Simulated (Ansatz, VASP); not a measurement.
## Te: VASP beside Ansatz

The input INCAR:

```
PREC     = Accurate       # precision mode
ENCUT    = 520            # plane-wave cutoff, eV
EDIFF    = 1E-6           # SCF threshold, eV
ISMEAR   = -1             # smearing method
SIGMA    = 0.05           # smearing width, eV
LREAL    = False          # projectors in reciprocal space
LASPH    = True           # aspherical terms in the spheres
NELM     = 100            # most SCF steps
ALGO     = Normal         # electronic algorithm
ISIF     = 2              # what is computed and relaxed
LWAVE    = False          # write WAVECAR
LCHARG   = True           # write CHGCAR
LELF     = True           # ELF
LVHAR    = True         
NBANDS   = 16             # bands
```

Contents of KPOINTS:

```
regular mesh
0
Gamma
  7 7 5
```

The input POSCAR:

```
Te
1.0
    4.3938034316      0.0000000000      0.0000000000
   -2.1969017158      3.8051453911      0.0000000000
    0.0000000000      0.0000000000      5.8439361313
Te
3
Direct
    0.7310000000      0.7310000000      0.0000000000
    0.0000000000      0.2690000000      0.6666666667
    0.2690000000      0.0000000000      0.3333333333
```

Contents of input.yaml:

```yaml
crystal:
  lattice:
    - [4.3938034316, 0.0, 0.0]
    - [-2.1969017158, 3.8051453911, 0.0]
    - [0.0, 0.0, 5.8439361313]
  atoms:
    - { symbol: Te, position: [0.731, 0.731, 0.0] }
    - { symbol: Te, position: [0.0, 0.269, 0.6666666667] }
    - { symbol: Te, position: [0.269, 0.0, 0.3333333333] }
kpoints:
  mp_grid: { grid: [7, 7, 5] }
scf:
  occupations: { method: fermi_dirac, width: 0.05 }
hamiltonian:
  xc: lda
  pseudopotentials: { kind: all_electron, lapw: { basis_error: 0.002 } }
output:
  forces: true
  stress: true
  eigenvalues: true
```

Change from the starting cell: volume scaled by 0.96.

Alike in both runs: task single point; functional LDA; k mesh 7 × 7 × 5; occupations fermi-dirac, width 0.05 eV; no spin polarisation.

|  | VASP | Ansatz |
| --- | --- | --- |
| version | VASP 6.6.1 | Ansatz 0.2.0 |
| potentials or method | VASP PAW LDA potentials, release 64 (Te) | all-electron LAPW, scalar-relativistic |
| plane-wave cutoff (eV) | 520 | see its input |

Ansatz gave:

| Item | Value |
| --- | --- |
| gap on the k mesh at the Fermi level (eV) | 0.57 |
| least direct gap on the mesh (eV) | 0.78 |
| pressure (GPa) | 0.1 |
| largest component of the traceless stress (GPa) | 0.61 |
| rms of the force components (eV/Å) | 0.155 |

What did VASP give for the same quantities?

gap on the k mesh at the Fermi level (eV): 0.56; least direct gap on the mesh (eV): 0.77; pressure (GPa): 0.2; largest component of the traceless stress (GPa): 0.69; rms of the force components (eV/Å): 0.176.

Atom by atom the forces differ by 0.021 eV/Å (rms over components). Ansatz ran all-electron here, so the differences hold the error of VASP's frozen core and of both bases.

Caveats: spin-orbit coupling is left out, which moves the levels of the heavy elements; an odd mesh through Γ misses points on the zone boundary, where band edges often lie.
